Three rough sizes are worth remembering for hafnium. Changing its volume by one per cent takes roughly 1 GPa. A change of 4 % costs about 10 meV an atom, and one of 12 % about 0.1 eV. The table follows bcc hafnium through such changes with three density functionals, and the questions below ask whether they draw the same curve.

Bcc Hf is scaled uniformly from each functional's relaxed cell (RPBE 23.01, BLYP 22.90, PBEsol 21.29 Å³/atom). The DFT runs use Ansatz 0.2.0 with scalar-relativistic plane-wave PAW, cutoff 420 eV, k mesh 14×14×14, Fermi-Dirac smearing of 0.1 eV and no spin polarisation. Energies are for zero smearing, relative to scale 1; pressures are at the stated smearing.

| volume scale | energy change, RPBE (meV/atom) | pressure, RPBE (GPa) | energy change, BLYP (meV/atom) | pressure, BLYP (GPa) | energy change, PBEsol (meV/atom) | pressure, PBEsol (GPa) |
| --- | --- | --- | --- | --- | --- | --- |
| 0.88 | 110.8 | 14.83 | 113.7 | 15.25 | 117.3 | 16.72 |
| 0.92 | 45.0 | 9.01 | 46.2 | 9.27 | 48.1 | 10.23 |
| 0.96 | 9.7 | 4.13 | 10.1 | 4.27 | 10.7 | 4.77 |
| 1 | 0.0 | 0.02 | 0.0 | 0.09 | 0.0 | 0.15 |
| 1.04 | 12.0 | -3.43 | 11.7 | -3.40 | 11.8 | -3.74 |
| 1.08 | 42.1 | -6.34 | 41.7 | -6.33 | 42.5 | -7.02 |
| 1.12 | 87.5 | -8.79 | 86.9 | -8.77 | 89.1 | -9.79 |

The volume scale is the volume divided by that of the functional's own relaxed cell. Pressure is positive when the metal is squeezed and negative when it is pulled apart.

## 1. Why is squeezing harder than stretching?

With RPBE, a 12 % compression needs 14.8 GPa, whereas a 12 % expansion pulls back with only 8.8 GPa. The other two functionals show the same imbalance. The reason is that stiffness depends on volume. When atoms are pushed together, their electron clouds overlap more and the kinetic energy of the electrons climbs steeply. When the atoms are pulled apart, this resistance fades.

The bulk modulus measures the stiffness: it is the pressure needed per relative change of volume. For RPBE it falls from 123 GPa at scale 0.92 to 72 GPa at scale 1.08. These values describe uniform scaling of a lattice held in its bcc symmetry. Cold hafnium prefers the hcp structure, and a cold bcc crystal would distort if it were free to do so.

## 2. Is it the same curve for PBEsol and RPBE?

PBEsol gives the pressures of largest size, whatever their sign, in all six strained rows. To compare the shapes, take each pressure as a change from its small residual value at scale 1. The PBEsol change is then 1.12 to 1.13 times the RPBE change, in compression and in expansion alike. On this relative scale the two functionals draw one curve, stretched vertically by about one eighth.

A likely reason is that, once volume is measured relative to equilibrium, what remains is mainly the stiffness at that point. The way the stiffness then changes with strain depends on how electron clouds overlap, and here both functionals describe the same atoms in the same lattice.

## 3. Why do the energies differ less than the pressures?

Energy per atom depends on the size of the cell as well as on its stiffness. Let $B$ be the bulk modulus at scale 1, $V$ the volume per atom there and $x$ the relative change of volume. Near equilibrium the pressure is $-Bx$. The work done against it, added up from zero to $x$, is

$$E=\tfrac12\,B\,V\,x^2 .$$

For RPBE, $B$ follows from the pressures at 4 % compression and 4 % expansion. With 1 GPa Å³ equal to 6.24 meV, a strain of 12 % gives

$$E=\tfrac12\times 94.5\times 23.01\times 0.12^2\times 6.24\ \text{meV}\approx 98\ \text{meV}.$$

The computed energies at 12 % compression and expansion average 99 meV, so the estimate is good to about 1 %. It does less well for either side alone, missing each by about 12 %, mainly because it leaves out the change of stiffness met in question 1. Averaging the two sides cancels most of that error. The agreement shows that energies and pressures of the same calculation fit together; it is no independent test of the functional.

The formula now explains the comparison. PBEsol has the larger modulus but the smaller cell, and the product $BV$ exceeds that of RPBE by only 4 %. The averaged energies at 12 % strain differ by the same 4 %. An engineer who compared only energies per atom would therefore overlook most of the difference in pressure.

## 4. Does PBEsol make hafnium stiffer?

At scale 1 it does, with a modulus of 106 GPa against 95 GPa for RPBE. But scale 1 means different volumes: the RPBE cell is 8 % larger. Expanding the PBEsol cell to scale 1.08 brings both to about 23 Å³ an atom. There PBEsol has a modulus of only 82 GPa and is the softer of the two.

Two effects compete. Squeezing the RPBE metal to nearly the PBEsol volume raises its modulus to 123 GPa, well above the PBEsol value of 106 GPa. The smaller cell thus more than accounts for the higher stiffness of PBEsol, and the change of functional at fixed volume takes part of the gain away. Whether PBEsol is called stiff or soft depends on what is held fixed.

## 5. What separates the curves at equal volume?

At the same volume, RPBE pushes outward more strongly than PBEsol. The extra pressure is about 9 GPa at the smallest RPBE volume and 7 GPa at its relaxed volume. It is therefore not a constant shift, but falls by about a fifth over this range. Because this push weakens as the cell grows, it also makes RPBE stiffer at equal volume, as question 4 found.

Theory offers a cause in the exchange energy. Gradient-corrected functionals lower this energy where the electron density changes quickly compared with its own size. RPBE rewards such regions more strongly than PBEsol does. Moving atoms apart thins the valence density around them and tends to make its relative variation larger, so RPBE gains more from expansion. An energy that falls with growing volume is an outward pressure.

BLYP is compatible with this picture. Its exchange also responds strongly to gradients, and at the two equal volumes compared its pressure stays within 0.4 GPa of RPBE. Its correlation part differs as well, so the close match may owe something to chance. The calculation does not isolate the exchange part, however. All three functionals also use atomic datasets made for PBE, and the share of the shift that comes from this mismatch is untested.

## 6. Why does a small expansion seem to cost more than a small compression?

For RPBE, 4 % expansion costs 12.0 meV and 4 % compression only 9.7 meV. This looks like a contradiction of question 1, and it occurs with all three functionals. It comes from the way the electrons are treated. Their occupations are smeared by 0.1 eV, which corresponds to an electronic temperature of about 1160 K, while the tabulated energies are corrected back to zero smearing.

Warm electrons have entropy, and in these runs it grows with volume. The usual reason is that the bands narrow as atoms separate, which leaves more states near the Fermi level. Entropy that favours a larger cell acts as an outward pressure. For RPBE the net push is about 0.3 GPa, after allowing for the energy spent on exciting the electrons. The cell was relaxed with this push present, so scale 1 lies slightly above the volume where the zero-smearing energy is lowest.

The offset is only about 0.3 % in volume, but it tilts the shallow bottom of the energy curve enough to reverse the order. With the entropy put back, the smeared free energy rises by 11.6 meV in compression and 10.1 meV in expansion, as question 1 suggests. If the smearing were halved, the entropy push should fall to about a quarter, because the electronic entropy term of a metal grows roughly with the square of temperature.

## 7. Which differences can be trusted?

The gap between PBEsol and RPBE is large and regular, so its main features do not hang on the last digit. RPBE and BLYP are another matter. In expansion their pressures at equal scale differ by at most 0.03 GPa. Their residual pressures at scale 1, which ought to be zero, already differ by 0.07 GPa, so their order in expansion deserves no explanation. No test with a denser k mesh or a higher cutoff is given that could settle it.

The printed analysis below gives the comparisons behind these answers. They lead to a practical rule for reading such curves. Compare at equal volume scale to see whether two functionals give the same shape, and at equal volume to see how they differ in the forces between the same atoms. A bulk modulus quoted without its volume mixes the two.

Printed output of the fit:

```
Change of smeared free energy in meV per atom:
   row   RPBE   BLYP  PBEsol
  0.88    117    120   123.3
  0.92  48.98   50.4   52.17
  0.96  11.64  12.17   12.74
   1.0      0      0       0
  1.04   10.1  9.729    9.85
  1.08  38.37  37.84   38.71
  1.12  82.11  81.21   83.54
RPBE, size of pressure at 12 % compression over that at 12 % expansion: 1.687
RPBE, bulk modulus at scale 0.92 (GPa): 123
RPBE, bulk modulus at scale 1 (GPa): 94.5
RPBE, bulk modulus at scale 1.08 (GPa): 72.36
PBEsol, bulk modulus at scale 1 (GPa): 106.4
PBEsol, bulk modulus at scale 1.08 (GPa): 81.67
PBEsol, volume at scale 1.08 (cubic angstrom per atom): 22.99
RPBE, volume at scale 0.92 (cubic angstrom per atom): 21.17
RPBE cell at scale 1 larger than PBEsol cell by (%): 8.079
PBEsol over RPBE, pressure change from scale 1, smallest ratio in the six strained rows: 1.119
PBEsol over RPBE, pressure change from scale 1, largest ratio in the six strained rows: 1.128
RPBE less PBEsol pressure at equal volume, RPBE scale 0.88 (GPa): 8.844
RPBE less PBEsol pressure at equal volume, RPBE scale 0.96 (GPa): 7.632
RPBE less PBEsol pressure at equal volume, RPBE scale 1 (GPa): 7.095
RPBE less BLYP pressure at equal volume, RPBE scale 0.88 (GPa): 0.2119
RPBE less BLYP pressure at equal volume, RPBE scale 1 (GPa): 0.3491
Largest RPBE to BLYP pressure difference at equal scale in expansion (GPa): 0.03
RPBE, elastic energy estimated at 12 % strain (meV per atom): 97.72
RPBE, mean of computed energies at 12 % compression and expansion (meV per atom): 99.15
PBEsol energy above RPBE energy by the elastic estimate (%): 4.152
PBEsol energy above RPBE energy as computed, mean at 12 % strain (%): 4.085
RPBE, outward pressure from electronic entropy at scale 1 (GPa): 0.3348
PBEsol, outward pressure from electronic entropy at scale 1 (GPa): 0.3751
RPBE, volume shift from scale 1 to the minimum of the zero-smearing energy (%): -0.3331
PBEsol, volume shift from scale 1 to the minimum of the zero-smearing energy (%): -0.2117
Electronic temperature that matches the smearing (K): 1160
```
